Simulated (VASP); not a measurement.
# AgCl (Chlorargyrite) (Fm-3m) in VASP: further runs

One crystal, AgCl (Chlorargyrite), is run at these levels: PBEsol; tasks: single point.

Everything below comes from runs of VASP 6.6.1. Logs are shortened: lines on timing, memory, paths and dates and some standing lists are left out, and cuts for length are marked.

## (1) Starting point

It takes space group Fm-3m (No. 225, cubic). Conventional cell: a = 5.470 Å, b = 5.470 Å, c = 5.470 Å, α = 90.00°, β = 90.00°, γ = 90.00°. Ag (site symmetry m-3m) is surrounded by 6 Cl at 2.73 Å. Around Cl (site symmetry m-3m) lie 6 Ag at 2.73 Å.

## (2) Single point, PBEsol

INCAR reads:

```
PREC = Accurate
ENCUT = 400
EDIFF = 1E-5
ISMEAR = 0
SIGMA = 0.05
LREAL = F
LASPH = T
NELM = 100
ALGO = Normal
ISIF = 2
LWAVE = F
LCHARG = F
GGA = PS
ADDGRID = F
```

KPOINTS reads:

```
Automatic mesh
0
Gamma
  6 6 6
```

POSCAR reads:

```
AgCl
1.0
    0.0000000000      2.7350000000      2.7350000000
    2.7350000000      0.0000000000      2.7350000000
    2.7350000000      2.7350000000      0.0000000000
Ag Cl
1 1
Direct
    0.0000000000      0.0000000000      0.0000000000
    0.5000000000      0.5000000000      0.5000000000
```

Potentials or basis: VASP PAW PBE potentials, release 64 (Ag, Cl).

The run is started by

```
$ cat potpaw_PBE.64/Ag/POTCAR potpaw_PBE.64/Cl/POTCAR > POTCAR
$ mpirun -np 1 vasp_std > vasp.out
```

OUTCAR:

```text
PREC = Accurate
   ENCUT = 400
   EDIFF = 1E-5
   ISMEAR = 0
   LREAL = F
   LASPH = T
   NELM = 100
   ISIF = 2
   GGA = PS

 Found     16 irreducible k-points:

 Following reciprocal coordinates:
            Coordinates               Weight
  0.000000  0.000000  0.000000      1.000000
  0.166667  0.000000  0.000000      8.000000
  0.333333  0.000000  0.000000      8.000000
  0.500000  0.000000  0.000000      4.000000
  0.166667  0.166667  0.000000      6.000000
  0.333333  0.166667  0.000000     24.000000
   k-points           NKPTS =     16   k-points in BZ     NKDIM =     16   number of bands    NBANDS=     13
   number of dos      NEDOS =    301   number of ions     NIONS =      2
   total plane-waves  NPLWV =  21952
   dimension x,y,z NGX =    28 NGY =   28 NGZ =   28
   dimension x,y,z NGXF=    56 NGYF=   56 NGZF=   56
   ions per type =               1   1
   NGX,Y,Z   is equivalent  to a cutoff of  12.03, 12.03, 12.03 a.u.
   NGXF,Y,Z  is equivalent  to a cutoff of  24.07, 24.07, 24.07 a.u.
 SYSTEM =  unknown system
   PREC   = accura    normal or accurate (medium, high low for compatibility)
   ISTART =      0    job   : 0-new  1-cont  2-samecut
   ICHARG =      2    charge: 1-file 2-atom 10-const
   ISPIN  =      1    spin polarized calculation?
   LNONCOLLINEAR =      F non collinear calculations
   LSORBIT =      F    spin-orbit coupling
   LASPH  =      T    aspherical Exc in radial PAW
   ENCUT  =  400.0 eV  29.40 Ry    5.42 a.u.   6.31  6.31  6.31*2*pi/ulx,y,z
   NELM   =    100;   NELMIN=  2; NELMDL= -5     # of ELM steps
   EDIFF  = 0.1E-04   stopping-criterion for ELM
   LREAL  =      F    real-space projection
   EDIFFG = 0.1E-03   stopping-criterion for IOM
   NSW    =      0    number of steps for IOM
   IBRION =     -1    ionic relax: 0-MD 1-quasi-New 2-CG
   NFREE  =      0    steps in history (QN), initial steepest desc. (CG)
   ISIF   =      2    stress and relaxation
   ISYM   =      2    0-nonsym 1-usesym 2-fastsym
   POTIM  = 0.5000    time-step for ionic-motion
   TEBEG  =    0.0;   TEEND  =   0.0 temperature during run
   PSTRESS=    0.0 pullay stress
   NELECT =      18.0000    total number of electrons
   NUPDOWN=      -1.0000    fix difference up-down
   EMIN   =  10.00;   EMAX   =-10.00  energy-range for DOS
   EFERMI =   0.00;   METHOD = LEGACY
   ISMEAR =     0;   SIGMA  =   0.05  broadening in eV -4-tet -1-fermi 0-gaus
   EFERMI_NEDOS =   21; number of points for ismear=-14 and -15
   IALGO  =     38    algorithm
   IMIX   =      4    mixing-type and parameters
     AMIX     =   0.40;   BMIX     =  1.00
     AMIX_MAG =   1.60;   BMIX_MAG =  1.00
  volume/ion in A,a.u.               =      20.46       138.06
  Fermi-wavevector in a.u.,A,eV,Ry     =   1.245083  2.352866 21.092186  1.550232
  Thomas-Fermi vector in A             =   2.379321
   LORBIT       =      0    0 simple, 1 ext, 2 COOP (PROOUT), +10 PAW based schemes
   GGA     = PS    functional components
   LHFCALC =     F    Hartree Fock is set to
   AEXX    =    0.0000 exact exchange contribution
   IVDW    =     0    specifies the selected vdW correction
   LEPSILON=     F    determine dielectric tensor
   LRPA    =     F    only Hartree local field effects (RPA)
 non-spin polarized calculation
 Gauss-broadening in eV      SIGMA  =   0.05
  energy-cutoff  :      400.00
  volume of cell :       40.92
 maximum number of plane-waves:       754
 NGX is ok and might be reduce to    28
   NGX = 13   NGY = 13   NGZ = 13

 number of electron      18.0000000 magnetization

 Free energy of the ion-electron system (eV)
  ---------------------------------------------------
  ext. energy  EPLUGINS =         0.00000000
  ---------------------------------------------------
  free energy    TOTEN  =        -6.06010668 eV

  energy without entropy =       -6.06010668  energy(sigma->0) =       -6.06010668

 E-fermi :   4.5034     XC(G=0): -10.4342

 val. band max:        4.2535186564   @ k =   0.5000   0.0000   0.0000
 cond. band min:       4.9747852351   @ k =   0.0000   0.0000   0.0000
 fundamental gap:      0.7212665787
 Fermi energy:         4.5033645749

 k-point     1 :       0.0000    0.0000    0.0000
  band No.  band energies     occupation
      1     -11.1777      2.00000
      2       1.5999      2.00000
      3       1.6000      2.00000
      4       1.6000      2.00000
      5       1.6422      2.00000
      6       1.6422      2.00000
      7       1.7469      2.00000
      8       1.7469      2.00000
      9       1.7469      2.00000
     10       4.9748      0.00000
     11      14.9832      0.00000
     12      14.9832      0.00000
     13      14.9832      0.00000

 k-point     2 :       0.1667    0.0000    0.0000
  band No.  band energies     occupation
      1     -11.0590      2.00000
      2       0.4621      2.00000
      3       0.6862      2.00000
      4       0.6862      2.00000
      5       1.7025      2.00000
      6       1.7025      2.00000
      7       1.9651      2.00000
      8       2.8389      2.00000
      9       2.8389      2.00000
     10       6.1775      0.00000
     11      12.9572      0.00000
     12      14.2679      0.00000
     13      14.2679      0.00000

 k-point     3 :       0.3333    0.0000    0.0000
  band No.  band energies     occupation
      1     -10.8039      2.00000
      2      -0.8833      2.00000
      3       0.0137      2.00000
      4       0.0137      2.00000
      5       1.9090      2.00000
      6       1.9090      2.00000
      7       2.2058      2.00000
      8       3.8302      2.00000
      9       3.8302      2.00000
     10       7.7914      0.00000
     11      11.1991      0.00000
     12      12.4669      0.00000
     13      12.4669      0.00000

 k-point     4 :       0.5000    0.0000    0.0000
  band No.  band energies     occupation
      1     -10.6659      2.00000
      2      -1.4230      2.00000
      3      -0.2218      2.00000
      4      -0.2218      2.00000
      5       2.0174      2.00000
      6       2.0174      2.00000
      7       2.3540      2.00000
      8       4.2535      2.00000
      9       4.2535      2.00000
     10       8.1696      0.00000
     11      10.9224      0.00000
     12      11.7013      0.00000
     13      11.7013      0.00000

 k-point     5 :       0.1667    0.1667    0.0000
  band No.  band energies     occupation
      1     -11.0272      2.00000
      2      -0.0540      2.00000
      3       1.0994      2.00000
      4       1.0994      2.00000
      5       1.5039      2.00000
      6       1.6948      2.00000
      7       2.2487      2.00000
      8       2.2487      2.00000
      9       2.6812      2.00000
     10       6.6783      0.00000
     11      13.0020      0.00000
     12      13.4515      0.00000
     13      14.3430      0.00000

 k-point     6 :       0.3333    0.1667    0.0000
  band No.  band energies     occupation
      1     -10.8342      2.00000
      2      -0.6747      2.00000
      3       0.3150      2.00000
      4       0.4656      2.00000
      5       1.6447      2.00000
      6       1.9384      2.00000
      7       2.2369      2.00000
      8       2.8613      2.00000
      9       3.4106      2.00000
     10       7.9663      0.00000
     11      11.0147      0.00000
     12      12.4168      0.00000
     13      13.6253      0.00000

 [... further k-points ...]
[... 5 lines left out ...]
  --------------------------------------------------------------------------------------
  -------------------------------------------------------------------------------------
  Total       -0.2346101     -0.2346101     -0.2346101     -0.0000000      0.0000000      0.0000000
  in kB       -9.1866104     -9.1866104     -9.1866104     -0.0000000      0.0000000      0.0000000
  external PRESSURE =      -9.1866104 kB  Pullay stress =       0.0000000 kB

 VOLUME and BASIS-vectors are now :
 -----------------------------------------------------------------------------
  energy-cutoff  :      400.00
  volume of cell :       40.92
      direct lattice vectors                 reciprocal lattice vectors
     0.000000000  2.735000000  2.735000000    -0.182815356  0.182815356  0.182815356
     2.735000000  0.000000000  2.735000000     0.182815356 -0.182815356  0.182815356
     2.735000000  2.735000000  0.000000000     0.182815356  0.182815356 -0.182815356

 POSITION                                       TOTAL-FORCE (eV/Angst)
 -----------------------------------------------------------------------------------
      0.00000      0.00000      0.00000         0.000000      0.000000     -0.000000
      2.73500      2.73500      2.73500         0.000000      0.000000      0.000000
 -----------------------------------------------------------------------------------
    total drift:                                0.000000      0.000000      0.000000

  FREE ENERGIE OF THE ION-ELECTRON SYSTEM (eV)
  ---------------------------------------------------
  free  energy   TOTEN  =        -6.0601066781 eV

  energy  without entropy=       -6.0601066781  energy(sigma->0) =       -6.06010668
```

OSZICAR:

```text
N       E                     dE             d eps       ncg     rms          rms(c)
DAV:   1     0.815591309578E+02    0.81559E+02   -0.78795E+03   456   0.101E+03
DAV:   2    -0.293361472631E+01   -0.84493E+02   -0.79572E+02   501   0.222E+02
DAV:   3    -0.619494748772E+01   -0.32613E+01   -0.32507E+01   476   0.472E+01
DAV:   4    -0.622007456152E+01   -0.25127E-01   -0.25125E-01   481   0.468E+00
DAV:   5    -0.622040869137E+01   -0.33413E-03   -0.33413E-03   471   0.533E-01    0.720E+00
DAV:   6    -0.606403459880E+01    0.15637E+00   -0.37557E-01   454   0.865E+00    0.467E+00
DAV:   7    -0.606150192453E+01    0.25327E-02   -0.74066E-02   416   0.217E+00    0.203E+00
DAV:   8    -0.606012078746E+01    0.13811E-02   -0.42859E-03   441   0.813E-01    0.332E-01
DAV:   9    -0.606007936653E+01    0.41421E-04   -0.53157E-04   476   0.335E-01    0.480E-02
DAV:  10    -0.606010193466E+01   -0.22568E-04   -0.40908E-05   410   0.625E-02    0.158E-02
DAV:  11    -0.606010667810E+01   -0.47434E-05   -0.34729E-06   283   0.195E-02
   1 F= -.60601067E+01 E0= -.60601067E+01  d E =-.149637E-13
```

It took 3.5 s on 1 thread of Intel Xeon 6975P-C (Granite Rapids), shared host; peak memory 0.15 GiB.

The run converged, but some of its settings lie outside the range that counts as converged, so its numbers aren't taken as properties of the crystal.

Results:

| Quantity | Value |
| --- | --- |
| Free energy | -6.0601 eV |
| Pressure | -0.9 GPa |
| Band gap on the k mesh | 0.72 eV, indirect (least direct gap 3.23 eV) |

Caveat: the PAW data sets were made with another functional, which shifts forces and pressure a little.

## (3) Single point, PBEsol

INCAR, as its differences from that of step 2:

```diff
@@ -2,3 +2,3 @@
 ENCUT = 400
-EDIFF = 1E-5
+EDIFF = 1E-6
 ISMEAR = 0
@@ -13,2 +13,2 @@
 GGA = PS
-ADDGRID = F
+ADDGRID = T
```

KPOINTS is that of step 2.

POSCAR is that of step 2.

Potentials or basis: VASP PAW PBE potentials, release 64 (Ag, Cl).

The run is started by

```
$ cat potpaw_PBE.64/Ag/POTCAR potpaw_PBE.64/Cl/POTCAR > POTCAR
$ mpirun -np 1 vasp_std > vasp.out
```

Run time: 6.3 s. Hardware: 1 thread of Intel Xeon 6975P-C (Granite Rapids), shared host; peak memory 0.23 GiB.

These settings aren't checked as converged: the numbers below hold their error.

Results:

```yaml
Free_energy: -6.0601 eV
Pressure: -0.9 GPa
Band_gap_on_the_k_mesh: 0.72 eV, indirect (least direct gap 3.23 eV)
```

Caveat: the PAW data sets were made with another functional, which shifts forces and pressure a little.

## (4) Single point, PBEsol

INCAR, as its differences from that of step 3:

```diff
@@ -6,3 +6,3 @@
 LREAL = F
-LASPH = T
+LASPH = F
 NELM = 100
@@ -13,2 +13,2 @@
 GGA = PS
-ADDGRID = T
+ADDGRID = F
```

KPOINTS is that of step 3.

POSCAR is that of step 3.

The run is started by

```
$ cat potpaw_PBE.64/Ag/POTCAR potpaw_PBE.64/Cl/POTCAR > POTCAR
$ mpirun -np 1 vasp_std > vasp.out
```

Run time: 3.3 s. Hardware: 1 thread of Intel Xeon 6975P-C (Granite Rapids), shared host; peak memory 0.15 GiB.

These settings aren't checked as converged: the numbers below hold their error.

Results:

- Free energy: -6.0601 eV
- Pressure: -0.9 GPa
- Band gap on the k mesh: 0.72 eV, indirect (least direct gap 3.23 eV)

Caveat: the PAW data sets were made with another functional, which shifts forces and pressure a little.

[end of part 1 of 2]
